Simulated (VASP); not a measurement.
# GaSb (F-43m) in VASP: notebook, part 2 of 2

VASP 6.6.1.

### Step 3. Single point, PBE

INCAR reads:

```
  ALGO = Normal
  EDIFF = 1E-6
  ENCUT = 520
  GGA = PE
  ISIF = 2
  ISMEAR = -1
  LASPH = T
  LCHARG = F
  LREAL = F
  LWAVE = F
  NBANDS = 16
  NELM = 100
  PREC = Accurate
  SIGMA = 0.15
```

KPOINTS reads:

```
k-points
0
Gamma
  12 12 12
```

POSCAR reads:

```
GaSb
1.0
    0.0000000000      3.1078060433      3.1078060433
    3.1078060433      0.0000000000      3.1078060433
    3.1078060433      3.1078060433      0.0000000000
Ga Sb
1 1
Direct
    0.0000000000      0.0000000000      0.0000000000
    0.7500000000      0.7500000000      0.7500000000
```

Potentials or basis: VASP PAW PBE potentials, release 64 (Ga_d, Sb).

Command:

```console
$ cat potpaw_PBE.64/Ga_d/POTCAR potpaw_PBE.64/Sb/POTCAR > POTCAR
$ mpirun -np 1 vasp_std > vasp.out
```

OUTCAR:

```text
EDIFF = 1E-6
   ENCUT = 520
   GGA = PE
   ISIF = 2
   ISMEAR = -1
   LASPH = T
   LREAL = F
   NELM = 100
   PREC = Accurate

 ion  position               nearest neighbor table
   1  0.000  0.000  0.000-   2 2.69   2 2.69   2 2.69   2 2.69
   2  0.750  0.750  0.750-   1 2.69   1 2.69   1 2.69   1 2.69

  LATTYP: Found a face centered cubic cell.
 ALAT       =     6.2156120866

  Lattice vectors:

 A1 = (   0.0000000000,   3.1078060433,   3.1078060433)
 A2 = (   3.1078060433,   0.0000000000,   3.1078060433)
 A3 = (   3.1078060433,   3.1078060433,   0.0000000000)

Analysis of symmetry for initial positions (statically):
=====================================================================
 Subroutine PRICEL returns:
 Original cell was already a primitive cell.

 Routine SETGRP: Setting up the symmetry group for a
 face centered cubic supercell.

 Subroutine GETGRP returns: Found 24 space group operations
 (whereof 24 operations were pure point group operations)
 out of a pool of 48 trial point group operations.

The static configuration has the point symmetry T_d .

Analysis of symmetry for dynamics (positions and initial velocities):
=====================================================================
 Subroutine PRICEL returns:
 Original cell was already a primitive cell.

 Routine SETGRP: Setting up the symmetry group for a
 face centered cubic supercell.

 Subroutine GETGRP returns: Found 24 space group operations
 (whereof 24 operations were pure point group operations)
 out of a pool of 48 trial point group operations.

The dynamic configuration has the point symmetry T_d .

 Subroutine INISYM returns: Found 24 space group operations
 (whereof 24 operations are pure point group operations),
 and found     1 'primitive' translations

----------------------------------------------------------------------------------------

                                     Primitive cell

  volume of cell :      60.0332

  direct lattice vectors                    reciprocal lattice vectors
     0.000000000  3.107806043  3.107806043    -0.160885201  0.160885201  0.160885201
     3.107806043  0.000000000  3.107806043     0.160885201 -0.160885201  0.160885201
     3.107806043  3.107806043  0.000000000     0.160885201  0.160885201 -0.160885201

  length of vectors
     4.395101456  4.395101456  4.395101456     0.278661342  0.278661342  0.278661342

  position of ions in fractional coordinates (direct lattice)
     0.000000000  0.000000000  0.000000000
     0.750000000  0.750000000  0.750000000

  ion indices of the primitive-cell ions
   primitive index   ion index
                 1           1
                 2           2

----------------------------------------------------------------------------------------

 KPOINTS: k-points

Automatic generation of k-mesh.
 Grid dimensions read from file:
 generate k-points for:   12   12   12

 Generating k-lattice:

  Cartesian coordinates                     Fractional coordinates (reciprocal lattice)
    -0.013407100  0.013407100  0.013407100     0.083333333  0.000000000  0.000000000
     0.013407100 -0.013407100  0.013407100     0.000000000  0.083333333  0.000000000
     0.013407100  0.013407100 -0.013407100     0.000000000  0.000000000  0.083333333

  Length of vectors
     0.023221779  0.023221779  0.023221779

  Shift w.r.t. Gamma in fractional coordinates (k-lattice)
     0.000000000  0.000000000  0.000000000

 Subroutine IBZKPT returns following result:
 ===========================================

 Found     72 irreducible k-points:

 Following reciprocal coordinates:
            Coordinates               Weight
  0.000000  0.000000  0.000000      1.000000
  0.083333  0.000000  0.000000      8.000000
  0.166667  0.000000  0.000000      8.000000
  0.250000  0.000000  0.000000      8.000000
  0.333333  0.000000  0.000000      8.000000
  0.416667  0.000000  0.000000      8.000000
[... 16 lines left out ...]
  0.500000  0.166667  0.000000     24.000000
 -0.416667  0.166667  0.000000     24.000000
 [... further k-points ...]
   k-points           NKPTS =     72   k-points in BZ     NKDIM =     72   number of bands    NBANDS=     16
   number of dos      NEDOS =    301   number of ions     NIONS =      2
   total plane-waves  NPLWV =  46656
   dimension x,y,z NGX =    36 NGY =   36 NGZ =   36
   dimension x,y,z NGXF=    72 NGYF=   72 NGZF=   72
   ions per type =               1   1
   NGX,Y,Z   is equivalent  to a cutoff of  13.62, 13.62, 13.62 a.u.
   NGXF,Y,Z  is equivalent  to a cutoff of  27.23, 27.23, 27.23 a.u.
 SYSTEM =  unknown system
   PREC   = accura    normal or accurate (medium, high low for compatibility)
   ISTART =      0    job   : 0-new  1-cont  2-samecut
   ICHARG =      2    charge: 1-file 2-atom 10-const
   ISPIN  =      1    spin polarized calculation?
   LNONCOLLINEAR =      F non collinear calculations
   LSORBIT =      F    spin-orbit coupling
   LASPH  =      T    aspherical Exc in radial PAW
   ENCUT  =  520.0 eV  38.22 Ry    6.18 a.u.   8.17  8.17  8.17*2*pi/ulx,y,z
   NELM   =    100;   NELMIN=  2; NELMDL= -5     # of ELM steps
   EDIFF  = 0.1E-05   stopping-criterion for ELM
   LREAL  =      F    real-space projection
   EDIFFG = 0.1E-04   stopping-criterion for IOM
   NSW    =      0    number of steps for IOM
   IBRION =     -1    ionic relax: 0-MD 1-quasi-New 2-CG
   NFREE  =      0    steps in history (QN), initial steepest desc. (CG)
   ISIF   =      2    stress and relaxation
   ISYM   =      2    0-nonsym 1-usesym 2-fastsym
   POTIM  = 0.5000    time-step for ionic-motion
   TEBEG  =    0.0;   TEEND  =   0.0 temperature during run
   PSTRESS=    0.0 pullay stress
   NELECT =      18.0000    total number of electrons
   NUPDOWN=      -1.0000    fix difference up-down
   EMIN   =  10.00;   EMAX   =-10.00  energy-range for DOS
   EFERMI =   0.00;   METHOD = LEGACY
   ISMEAR =    -1;   SIGMA  =   0.15  broadening in eV -4-tet -1-fermi 0-gaus
   EFERMI_NEDOS =   21; number of points for ismear=-14 and -15
   IALGO  =     38    algorithm
   IMIX   =      4    mixing-type and parameters
     AMIX     =   0.40;   BMIX     =  1.00
     AMIX_MAG =   1.60;   BMIX_MAG =  1.00
  volume/ion in A,a.u.               =      30.02       202.56
  Fermi-wavevector in a.u.,A,eV,Ry     =   1.095725  2.070621 16.335350  1.200614
  Thomas-Fermi vector in A             =   2.232054
   LORBIT       =      0    0 simple, 1 ext, 2 COOP (PROOUT), +10 PAW based schemes
   GGA     = PE    functional components
   LHFCALC =     F    Hartree Fock is set to
   AEXX    =    0.0000 exact exchange contribution
   IVDW    =     0    specifies the selected vdW correction
   LEPSILON=     F    determine dielectric tensor
   LRPA    =     F    only Hartree local field effects (RPA)
 non-spin polarized calculation
  energy-cutoff  :      520.00
  volume of cell :       60.03
 maximum number of plane-waves:      1639
 NGX is ok and might be reduce to    36
   NGX = 17   NGY = 17   NGZ = 17

 number of electron      17.9999991 magnetization

 Free energy of the ion-electron system (eV)
  ---------------------------------------------------
  ext. energy  EPLUGINS =         0.00000000
  ---------------------------------------------------
  free energy    TOTEN  =        -7.37544278 eV

  energy without entropy =       -7.36789549  energy(sigma->0) =       -7.37166913

 E-fermi :   4.5783     XC(G=0):  -8.8847

 val. band max:        4.3942452296   @ k =   0.0000   0.0000   0.0000
 cond. band min:       4.7039382854   @ k =   0.5000   0.0000   0.0000
 fundamental gap:      0.3096930558
 Fermi energy:         4.5783220650

 k-point     1 :       0.0000    0.0000    0.0000
  band No.  band energies     occupation
      1     -10.5487      2.00000
      2     -10.5487      2.00000
      3     -10.5487      2.00000
      4     -10.5058      2.00000
      5     -10.5058      2.00000
      6      -6.7619      2.00000
[... 8 lines left out ...]
     15      12.8972      0.00000
     16      12.8972      0.00000

 k-point     2 :       0.0833    0.0000    0.0000
  band No.  band energies     occupation
      1     -10.5503      2.00000
      2     -10.5480      2.00000
      3     -10.5480      2.00000
      4     -10.5059      2.00000
      5     -10.5059      2.00000
      6      -6.6945      2.00000
[... 8 lines left out ...]
     15      12.4219      0.00000
     16      12.4219      0.00000
[... 387 lines left out ...]
      5     -10.5050      2.00000
      6      -5.1287      2.00000
[... 8 lines left out ...]
     15      13.9478      0.00000
     16      14.1740      0.00000

 k-point    24 :      -0.4167    0.1667    0.0000
  band No.  band energies     occupation
      1     -10.5738      2.00000
      2     -10.5377      2.00000
      3     -10.5370      2.00000
      4     -10.5071      2.00000
      5     -10.5058      2.00000
      6      -5.0774      2.00000
[... 8 lines left out ...]
     15      12.9768      0.00000
     16      13.4209      0.00000

 [... further k-points ...]
[... 5 lines left out ...]
  --------------------------------------------------------------------------------------
  -------------------------------------------------------------------------------------
  Total        0.0268837      0.0268837      0.0268837      0.0000000      0.0000000     -0.0000000
  in kB        0.7174769      0.7174769      0.7174769      0.0000000      0.0000000     -0.0000000
  external PRESSURE =       0.7174769 kB  Pullay stress =       0.0000000 kB

 VOLUME and BASIS-vectors are now :
 -----------------------------------------------------------------------------
  energy-cutoff  :      520.00
  volume of cell :       60.03
      direct lattice vectors                 reciprocal lattice vectors
     0.000000000  3.107806043  3.107806043    -0.160885201  0.160885201  0.160885201
     3.107806043  0.000000000  3.107806043     0.160885201 -0.160885201  0.160885201
     3.107806043  3.107806043  0.000000000     0.160885201  0.160885201 -0.160885201

 POSITION                                       TOTAL-FORCE (eV/Angst)
 -----------------------------------------------------------------------------------
      0.00000      0.00000      0.00000        -0.000000     -0.000000     -0.000000
      4.66171      4.66171      4.66171         0.000000      0.000000      0.000000
 -----------------------------------------------------------------------------------
    total drift:                               -0.000001     -0.000001     -0.000001

  FREE ENERGIE OF THE ION-ELECTRON SYSTEM (eV)
  ---------------------------------------------------
  free  energy   TOTEN  =        -7.3754427806 eV

  energy  without entropy=       -7.3678954885  energy(sigma->0) =       -7.37166913
```

stdout:

```text
POSCAR found type information on POSCAR GaSb
 POSCAR found :  2 types and       2 ions
 scaLAPACK will be used
 LDA part: xc-table for (Slater+PW92), standard interpolation
 POSCAR, INCAR and KPOINTS ok, starting setup
 FFT: planning ... GRIDC
 FFT: planning ... GRID_SOFT
 FFT: planning ... GRID
 WAVECAR not read
 entering main loop
```

Wall time 2.2 min (1 thread of AMD EPYC 7R43 (Zen 3), shared host); peak memory 0.21 GiB.

Results:

* Free energy: -7.3754 eV
* Pressure: 0.1 GPa
* Band gap on the k mesh: zero (filled and empty bands touch)

Caveat: spin-orbit coupling is left out, which moves the levels of the heavy elements.

### Step 4. How close it comes

Step 2. Measured gap of GaSb: 0.811 eV (direct; 4.2 K; a printed reference work, data compilation). This calculation gives 0.10 eV (-0.71 eV). Spin-orbit coupling on Ga, Sb is left out. The value is that of r2SCAN on a finite k mesh, which can miss the band edges, without temperature or zero-point motion.
